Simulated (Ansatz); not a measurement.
## How far is this NaI from the hull?

Level of theory: DFT PBE+D3(BJ), scalar-relativistic, plane waves, PAW in Ansatz 0.2.0. Settings: cutoff 420 eV, Γ-centred meshes spaced at most about 0.3 Å⁻¹ (2π included), Gaussian smearing. No spin polarisation.

The zero of energy is the elements' standard structures at the same level; no fitted shifts are applied.

All energies are static (0 K, no zero-point motion). Spin–orbit coupling, which can matter for I, is left out.

The competitors are the elements and 1 reference phase of this chemical system (from databases or known types: NaI), relaxed at the same level; other known phases may be missing.

The candidate was reached from: sheets of the NaI type stacked in turn.

```cif
data_structure
_symmetry_space_group_name_H-M 'P4/mmm'
_symmetry_Int_Tables_number 123
_cell_length_a 4.3458
_cell_length_b 4.3458
_cell_length_c 4.5228
_cell_angle_alpha 90.000
_cell_angle_beta 90.000
_cell_angle_gamma 90.000
_cell_volume 85.42
loop_
_atom_site_label
_atom_site_type_symbol
_atom_site_symmetry_multiplicity
_atom_site_Wyckoff_symbol
_atom_site_fract_x
_atom_site_fract_y
_atom_site_fract_z
_atom_site_occupancy
Na1 Na 1 a 0.00000 0.00000 0.00000 1
I1 I 1 c 0.50000 0.50000 0.00000 1
```

Question: Is it stable, and against what?

Answer: Not the lowest form: another structure of the same formula lies lower. Its formation energy is -1.090 eV/atom. The lowest competing phase at this composition is this:

```tsv
phase	space group	source	share of atoms	ΔE_f (eV/atom)
NaI	Fm-3m (No. 225)	Materials Project	1.0000	-1.310
```

The candidate lies 0.22 eV/atom above this phase. The candidate matches no cell in the subsets of the Crystallography Open Database and the Materials Project at hand. A phase this far over the hull is unlikely to be made.
